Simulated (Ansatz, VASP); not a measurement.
# MgI2 in VASP and in Ansatz

```xyz
3
Lattice="4.2072 0.0000 -0.1542 -2.1036 3.6435 0.0771 -0.2863 0.0000 7.9156" Properties=species:S:1:pos:R:3 pbc="T T T"
Mg    0.0000    0.0000    0.0000
I    -0.3464    2.4294    6.2442
I     2.1637    1.2141    1.5943
```

Change from the starting cell: engineering shear strain xz -0.0733, normal strain along z +0.0133.

Alike in both runs: functional PBE; k mesh 6 × 6 × 4; occupations gaussian, width 0.05 eV; no spin polarisation.

Ansatz relaxed the structure, and its values are those at the end. VASP's run is a single point on that final structure, the one shown.

|  | VASP | Ansatz |
| --- | --- | --- |
| version | VASP 6.6.1 | Ansatz 0.2.0 |
| potentials or method | VASP PAW PBE potentials, release 64 (Mg, I) | scalar-relativistic, plane waves, PAW |
| plane-wave cutoff (eV) | 520 | 520 |
| valence electrons in the cell | 16 | 44 |

```tsv
	VASP	Ansatz	Ansatz less VASP
gap on the k mesh at the Fermi level (eV)	3.57	3.58	+0.017
least direct gap on the mesh (eV)	3.71	3.72	+0.014
pressure (GPa)	-0.1	0.0	+0.05
rms of the force components (eV/Å)	0.005	0.000	-0.0046
```

The two sets of potentials don't hold the same shells in valence. Ansatz warned: «stress_scf_threshold_loose».

Caveats: spin-orbit coupling is left out, which moves the levels of the heavy elements. A k mesh can miss the band edges.
